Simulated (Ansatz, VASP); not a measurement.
# Pb in VASP and in Ansatz

INCAR

```
SYSTEM = Pb
PREC     = Accurate       ! precision mode
ENCUT    = 520            ! plane-wave cutoff, eV
EDIFF    = 1E-7           ! SCF threshold, eV
ISMEAR   = -1             ! smearing method
SIGMA    = 0.05           ! smearing width, eV
LREAL    = .FALSE.        ! projectors in reciprocal space
LASPH    = .TRUE.         ! aspherical terms in the spheres
NELM     = 80             ! most SCF steps
ALGO     = Normal         ! electronic algorithm
ISIF     = 2              ! what is computed and relaxed
LWAVE    = .FALSE.        ! write WAVECAR
LCHARG   = .FALSE.        ! write CHGCAR
GGA      = PE             ! functional
IVDW     = 12             ! dispersion correction
NBANDS   = 13             ! bands
```

KPOINTS

```
Automatic mesh
0
G
  9 9 9
  0 0 0
```

Contents of POSCAR:

```
Pb
1.0
    0.0000000000      2.4415696833      2.4415696833
    2.4415696833      0.0000000000      2.4415696833
    2.4415696833      2.4415696833      0.0000000000
Pb
1
Direct
    0.0000000000      0.0000000000      0.0000000000
```

File input.yaml:

```yaml
crystal:
  lattice:
    - [0.0, 2.4415696833, 2.4415696833]
    - [2.4415696833, 0.0, 2.4415696833]
    - [2.4415696833, 2.4415696833, 0.0]
  atoms:
    - { symbol: Pb, position: [0.0, 0.0, 0.0] }
hamiltonian:
  xc: pbe
  pseudopotentials: { kind: paw }
  dispersion: d3bj
kpoints:
  mp_grid: { grid: [9, 9, 9] }
scf:
  occupations: { method: fermi_dirac, width: 0.05 }
output:
  forces: true
  stress: true
  eigenvalues: true
```

Alike in both runs: task single point; functional PBE; dispersion D3(BJ); k mesh 9 × 9 × 9; occupations fermi-dirac, width 0.05 eV; no spin polarisation.

```csv
,VASP,Ansatz
version,VASP 6.6.1,Ansatz 0.2.0
potentials or method,"VASP PAW PBE potentials, release 64 (Pb_d)",Ansatz PAW
plane-wave cutoff (eV),520,420
valence electrons in the cell,14,14
```

```tsv
	VASP	Ansatz	Ansatz less VASP
gap on the k mesh at the Fermi level (eV)	none	none	-
pressure (GPa)	2.1	2.2	+0.07
dispersion energy (meV/atom)	-427.1	-427.3	-0.15
```

A gap of «none» marks a metal or a gap that the smearing closes.

Caveats: pairwise dispersion overbinds metals, which lowers pressure and volume. Spin-orbit coupling is left out, which matters for the levels of Pb.
